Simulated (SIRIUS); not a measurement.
ZrSe2, 3 atoms in the cell. Symmetry: P-3m1, No. 164, trigonal system. Conventional cell: a = 3.798 Å, b = 3.798 Å, c = 6.192 Å, α = 90.00°, β = 90.00°, γ = 120.00°. Zr (site symmetry -3m) has 6 Se at 2.68 Å as nearest neighbours. Around Se (site symmetry 3m) lie 3 Zr at 2.68 Å. 

```yaml
Program: SIRIUS 7.10.0
Task: single point
Functional: PBEsol
Potentials_or_basis: PseudoDojo 0.4.1 PBE standard (scalar relativistic)
Cutoff: 1177 eV
Density_cutoff: 4707 eV
k_mesh: 4 × 4 × 3
Occupations: fermi-dirac, width 0.05 eV
Spin: no spin polarisation
Libxc_names: "[\"XC_GGA_X_PBE_SOL\", \"XC_GGA_C_PBE_SOL\"]"
Energy_tol: 1e-08 Ha
Density_tol: 1e-06
Mixer: anderson
Mixing_beta: 0.7
Max_scf: 100
Radial_cutoff_for_the_potentials'_integrals: 6.5 bohr
```

Potentials or basis: PseudoDojo 0.4.1 PBE standard (scalar relativistic).

The run is started by

```sh
$ upf_to_json Se.upf
$ upf_to_json Zr.upf
$ OMP_NUM_THREADS=1 sirius.scf --input=sirius.json --output=out.json --task=0
```

Hardware: 1 thread of Arm Neoverse V1, on a shared host.

**Question.** How long does it take, and how much memory?

**Answer.** Run time: 68 s on 1 thread of Arm Neoverse V1, on a shared host, peak memory 0.39 GiB. Counts: scf iterations 12, k points 9, plane waves 7115, bands 32.
